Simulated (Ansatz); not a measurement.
# Ru: the cost of one run

Method: DFT PBE, scalar-relativistic, plane waves, PAW, in Ansatz 0.2.0.

3 further runs of the same task are left out: 2 that didn't finish, 1 set aside as unsound or not needed.

## 1. Starting point

It takes space group P4/mmm (No. 123, tetragonal). The conventional cell has a = 1.705 Å, b = 1.705 Å, c = 2.736 Å, α = 90.00°, β = 90.00°, γ = 90.00°. Ru (site symmetry 4/mmm) is surrounded by 4 Ru at 1.71 Å.

As a file:

```xyz
1
Lattice="1.7050 0.0000 0.0000 0.0000 1.7050 0.0000 0.0000 0.0000 2.7356" Properties=species:S:1:pos:R:3 pbc="T T T"
Ru    0.8525    0.8525    0.0000
```

A structure generator made this guess: random cell by space group and Wyckoff sites (P4/mmm, No. 123). Lengths come from tabulated atomic sizes and are only a guess.

## 2. A first look at the guess

Input file input.yaml:

```yaml
crystal:
  lattice:
    - [1.70502783, 0.0, 0.0]
    - [0.0, 1.70502783, 0.0]
    - [0.0, 0.0, 2.73561029]
  atoms:
    - { symbol: Ru, position: [0.5, 0.5, 0.0] }
basis:
  ecutwfc: 420
kpoints:
  mp_grid: { grid: [10, 10, 6] }
hamiltonian:
  xc: pbe
scf:
  occupations: { method: gaussian, width: 0.1 }
  lower_state_search: "off"
output:
  forces: true
  stress: true
  eigenvalues: true
```

Run with:

```
> ansatz run input.yaml --threads 1 --pin off --max-ram 2560MiB --backend cpu --events-out ev --progress --plain --runs-dir out
```

**Question.** How long does this run take on 1 thread of Intel Xeon at 2.50GHz (Skylake/Cascade Lake), shared host, and how much memory does it need?

About 2.5 s, with a peak of 0.28 GiB.
